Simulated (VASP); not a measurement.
A run of VASP 6.6.1 is set up as follows.

File INCAR:

```
PREC     = Accurate       # precision mode
ENCUT    = 520            # plane-wave cutoff, eV
EDIFF    = 1E-6           # SCF threshold, eV
ISMEAR   = 0              # smearing method
SIGMA    = 0.15           # smearing width, eV
LREAL    = F              # projectors in reciprocal space
LASPH    = T              # aspherical terms in the spheres
NELM     = 100            # most SCF steps
ALGO     = Fast           # electronic algorithm
ISIF     = 2              # what is computed and relaxed
LWAVE    = F              # write WAVECAR
LCHARG   = F              # write CHGCAR
GGA      = PE             # functional
NBANDS   = 10             # bands
```

File KPOINTS:

```
Automatic mesh
0
Gamma
  14 14 14
```

The input POSCAR:

```
K
1.0
   -2.6180000000      2.5656400000      2.6180000000
    2.6180000000     -2.5656400000      2.6180000000
    2.6180000000      2.5656400000     -2.6180000000
K
1
Direct
    0.0000000000      0.0000000000      0.0000000000
```

Potentials or basis: VASP PAW PBE potentials, release 64 (K_sv).

Run with:

```sh
$ cat potpaw_PBE.64/K_sv/POTCAR > POTCAR
$ mpirun -np 1 vasp_std > vasp.out
```

**Question.** Predict the band gap on the k mesh.

**Answer.** None (metal or under the smearing width).

**Question.** Estimate the pressure.

**Answer.** 0.2 GPa.
